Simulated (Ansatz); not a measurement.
A plane-wave DFT run in Ansatz 0.2.0 (scalar-relativistic PAW potentials unless the input names others): input and command.

```yaml
crystal:
  lattice:
    - [5.216053, 1.333838, -0.040083]
    - [1.353142, 5.530283, 0.001789]
    - [-0.019649, -0.039789, 5.704096]
  atoms:
    - { symbol: Ga, position: [0.6722248654, 0.0792664884, 0.3012716776] }
    - { symbol: Ga, position: [0.5143428783, 0.3670910402, 0.8132940696] }
    - { symbol: Ga, position: [0.0103795686, 0.3955670498, 0.1296452739] }
    - { symbol: Ga, position: [0.1544664607, 0.089084641, 0.6199052441] }
    - { symbol: Ga, position: [0.6886539528, 0.7115186772, 0.6375692548] }
    - { symbol: Ga, position: [0.3458173632, 0.7544963695, 0.1402168269] }
    - { symbol: "N", position: [0.3232647575, 0.7563574744, 0.7872663691] }
    - { symbol: "N", position: [0.5284354612, 0.0993942957, 0.6150049991] }
    - { symbol: "N", position: [0.7071369989, 0.7094574102, 0.2801930527] }
    - { symbol: "N", position: [0.3817865467, 0.3822782854, 0.1327564192] }
    - { symbol: "N", position: [0.8897288989, 0.3785010625, 0.8033822079] }
    - { symbol: "N", position: [0.0423702877, 0.0702779627, 0.2913115972] }
basis:
  ecutwfc: 420
  precision: f64
kpoints:
  mp_grid: { grid: [5, 5, 4] }
hamiltonian:
  xc: pbe
scf:
  occupations: { method: fermi_dirac, width: 0.001 }
  eigensolver: { kind: davidson }
output:
  forces: true
  eigenvalues: true
  stress: true
```

```bash
ansatz run input.yaml --threads 2 --pin off --max-ram 5120MiB --backend cpu --events-out ev --progress --plain --runs-dir out
```

Abridged log:
```
Basis set: ecut = 420 eV, 3019 PW (Γ), exchange–correlation on 72×80×80 points (8 copies of the dense FFT grid, shifted against one another)
Bands: 66, of which v1, the nominal top of the filled ones, is band 54 counted from 1 (53 counted from 0)
Symmetry: 1 space group operations
k-points: 51 of 100 (time reversal used)
SCF iter   1: F=—  HF=-25005.057688 eV  |F-HF|=—  |Δ(HF+E_count)|=         —  Δρ=2.29e-3  dr2=5.72e-3  ethr=1.77e-3  ⟨swp⟩=12.8  Hψ=15692  notcnv=1
SCF iter   2: F=—  HF=-25005.060135 eV  |F-HF|=—  |Δ(HF+E_count)|=   2.45e-3  Δρ=1.22e-3  dr2=1.69e-3  ethr=5.29e-6  ⟨swp⟩=8.5  Hψ=11590  notcnv=0  defer=22
SCF iter   3: F=—  HF=-25005.060768 eV  |F-HF|=—  |Δ(HF+E_count)|=   6.33e-4  Δρ=5.53e-4  dr2=5.61e-4  ethr=1.56e-6  ⟨swp⟩=5.5  Hψ=7958  notcnv=0  defer=22
automatic band count: iteration 3 solves 61 bands in place of 66: the levels show a gap, and the empty bands left out lie too high to hold charge; the band table lists the bands solved (type scf.n_extra_bands for more)
SCF iter   4: F=—  HF=-25005.060855 eV  |F-HF|=—  |Δ(HF+E_count)|=   8.65e-5  Δρ=1.66e-4  dr2=5.91e-5  ethr=5.19e-7  ⟨swp⟩=5.7  Hψ=7972  notcnv=0  defer=17
SCF iter   5: F=—  HF=-25005.060902 eV  |F-HF|=—  |Δ(HF+E_count)|=   4.76e-5  Δρ=9.45e-5  dr2=1.21e-5  ethr=5.47e-8  ⟨swp⟩=6.1  Hψ=10079  notcnv=0  defer=23
SCF iter   6: F=—  HF=-25005.060906 eV  |F-HF|=—  |Δ(HF+E_count)|=   3.60e-6  Δρ=4.27e-5  dr2=3.43e-6  ethr=1.12e-8  ⟨swp⟩=4.5  Hψ=9962  notcnv=0  defer=3
SCF iter   7: F=—  HF=-25005.060908 eV  |F-HF|=—  |Δ(HF+E_count)|=   2.22e-6  Δρ=1.67e-5  dr2=6.47e-7  ethr=3.17e-9  ⟨swp⟩=3.1  Hψ=8912  notcnv=0  defer=1
SCF iter   8: F=—  HF=-25005.060908 eV  |F-HF|=—  |Δ(HF+E_count)|=   3.25e-7  Δρ=1.08e-5  dr2=1.31e-7  ethr=5.99e-10  ⟨swp⟩=3.2  Hψ=7279  notcnv=0  defer=3
SCF iter   9: F=-25005.060909 eV  HF=-25005.060909 eV  |F-HF|=3.60e-9  |Δ(HF+E_count)|=   6.79e-8  Δρ=2.71e-6  dr2=1.60e-8  ethr=1.21e-10  ⟨swp⟩=3.1  Hψ=6861  notcnv=0  defer=5
SCF 1 converged in 9 iterations: F = -25005.060909 eV  dr2 = 1.60e-8
  Residual-converged pass: ⟨swp⟩=3.0  Hψ=8599  notcnv=0  max |occ|·‖R‖ = 5.1e-6 eV (tolerance 6.7e-6 eV) dr2=1.85e-8  dr2_onsite=1.18e-9  max |Δocc| = 0.0e0
SCF converged after 9 iterations
Free energy (F): -25005.060909 eV
Harris-Foulkes:  -25005.060909 eV  (|F-HF|=3.60e-9)
Internal energy: -25005.060909 eV  (E = F + TS)
E sigma→0 (E₀):  -25005.060909 eV
Fermi energy:    8.777130 eV
--- Forces (eV/Å), atoms counted from 1 ---
  atom   1  Ga    -0.00261598     0.00190242    -0.00104767
  atom   2  Ga    -0.00053784    -0.00231290    -0.00049559
  atom   3  Ga     0.00136544     0.00239958    -0.00021402
  atom   4  Ga    -0.00116359    -0.00192386    -0.00057217
  atom   5  Ga     0.00259064     0.00070910    -0.00013465
  atom   6  Ga    -0.00065679    -0.00246072     0.00316510
  atom   7  N      0.00211160     0.00304890    -0.00179599
  atom   8  N     -0.00095974     0.00402645     0.00325337
  atom   9  N      0.00061620    -0.00139093    -0.00465999
  atom  10  N      0.00183208    -0.00163028     0.00274488
  atom  11  N     -0.00213669    -0.00129030     0.00334818
  atom  12  N     -0.00045136    -0.00108730    -0.00359639
--- Stress (GPa, compression-positive) ---
        0.056502       0.049702       0.016817
        0.049702       0.030241       0.007919
        0.016817       0.007919       0.054517
  P = ⅓ Tr σ = 0.0471 GPa (0.471 kbar)
```

Apart from outputs and empty bands, the input differs from a reference run on usual settings in scf.eigensolver.kind: not typed → "davidson"; basis.precision: not typed → "f64"; scf.occupations.method: "gaussian" → "fermi_dirac"; scf.occupations.width: 0.02 → 0.001. The reference, at the same geometry, gave pressure 0.05 GPa, largest force 0.005 eV/Å, gap on the mesh 1.24 eV. This run converged in 9 SCF iterations (reference: 8) with an energy at zero smearing within 0.01 meV/atom of the reference's, pressure 0.05 GPa, largest force 0.005 eV/Å, gap on the mesh 1.24 eV.

It took 110 s on 2 threads of Intel(R) Xeon(R) Processor @ 2.50GHz (Skylake/Cascade Lake), on a shared host, peak memory 0.61 GiB.